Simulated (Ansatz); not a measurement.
A crystal relaxed with r2SCAN in the PAW code Ansatz has space group P6_3/mmc (No. 194) and a = 4.151 Å, c = 6.175 Å.

| atom | site | x | y | z |
| --- | --- | --- | --- | --- |
| Xx | 2c | 0.3333 | 0.6667 | 0.2500 |
| Se | 2d | 0.6667 | 0.3333 | 0.2500 |

The r2SCAN gap is direct at Γ: 0.84 eV. With HSE06 the gap is 1.38 eV and direct, at Γ. With PBE the gap is 0.34 eV and direct, at Γ. Meshes: r2SCAN 12×12×4, HSE06 6×6×4, PBE 12×12×4.

Problem. Which element is Xx?
A. Mg
B. Cd
C. Zn
D. Hg

Solution. C. Xx is Zn: ZnSe (h-MgO type) (no longer in that coordination). Around Zn lie 3 Se at 2.40 Å; around Se lie 3 Zn at 2.40 Å.

No spin polarisation. The prototype was imposed, so other structures may be more stable.

Spin-orbit coupling is left out.

The meshes of the hybrids are coarse, so their gaps aren't converged to the digits shown.
